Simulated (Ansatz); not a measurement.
# ZnS: frozen-core PAW against all-electron methods

```yaml
crystal:
  lattice:
    - [0.00000, 2.78579, 2.70465]
    - [2.78579, 0.00000, 2.70465]
    - [2.78579, 2.78579, 0.00000]
  atoms:
    - { symbol: Zn, position: [0.00000, 0.00000, 0.00000] }
    - { symbol: S, position: [0.75000, 0.75000, 0.75000] }
```

Atoms are numbered in the order listed.

The cell is COD entry 9000107, as deposited and not checked against the literature; nothing was relaxed. The listed cell was then made from it by scaling, straining or moving an atom.

Levels of theory: DFT, PBE, PAW with Ansatz's default frozen-core files, scalar-relativistic (Ansatz 0.2.0); DFT, PBE, all-electron LAPW, scalar-relativistic (Ansatz 0.2.0).

For PAW: a Γ-centred 8×8×8 k mesh, Fermi–Dirac smearing of 0.01 eV, cutoff 420 eV, no spin polarisation. LAPW targets a basis error of 0.25 meV/atom. The Ansatz runs share mesh, smearing and spin set-up. Plane-wave (PAW) pressures include the program's estimate of the Pulay term.

Stress and pressure are positive in compression.

The change that made this cell: equal xx and yy strain of +3 %.

PAW results:

```tsv
quantity	PAW
pressure (GPa)	-2.57
stress xx (GPa)	-2.96
stress zz (GPa)	-1.78
band gap (eV)	1.779
```

**Question.** What does LAPW (all electrons) give for the same quantities?

**Answer.** 
| quantity | LAPW |
| --- | --- |
| pressure (GPa) | -2.55 |
| stress xx (GPa) | -2.95 |
| stress zz (GPa) | -1.77 |
| band gap (eV) | 1.782 |
